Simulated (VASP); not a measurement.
Br: single point with PBE

Crystal: Br.

```
Br
1.0
    -1.42349    1.42349    3.57752
     1.42349   -1.42349    3.57752
     1.42349    1.42349   -3.57752
Br
1
Cartesian
  0.0000 0.0000 0.0000
```

```yaml
Program: VASP 6.6.1
Task: single point
Functional: PBE
Potentials_or_basis: VASP PAW PBE potentials, release 64 (Br)
Cutoff: 520 eV
k_mesh: 13 × 13 × 13
Occupations: fermi-dirac, width 0.05 eV
Spin: no spin polarisation
Further_INCAR_settings: ALGO = Normal; EDIFF = 1e-07; NBANDS = 10
```

```yaml
Pressure: 1.4 GPa
Band_gap_on_the_k_mesh: none (metal or under the smearing width)
```

Stress tensor (GPa, compression positive):
```
1.27 0.00 0.00
0.00 1.27 0.00
0.00 0.00 1.69
```

Levels at points of the mesh, in eV from the Fermi level:
```
           k point  band 1  band 2  band 3  band 4  band 5  band 6  band 7  band 8
(0.00, 0.00, 0.00)  -16.29   -2.32    0.94    0.94    5.42    9.81   10.31   15.88
```

It took 37 s on 1 thread of Intel(R) Xeon(R) Platinum 8488C (Sapphire Rapids), with other jobs on the host, peak memory 0.2 GiB.

Caveat: an odd number of electrons without spin polarisation forces a metal; a magnetic or distorted state may lie lower.
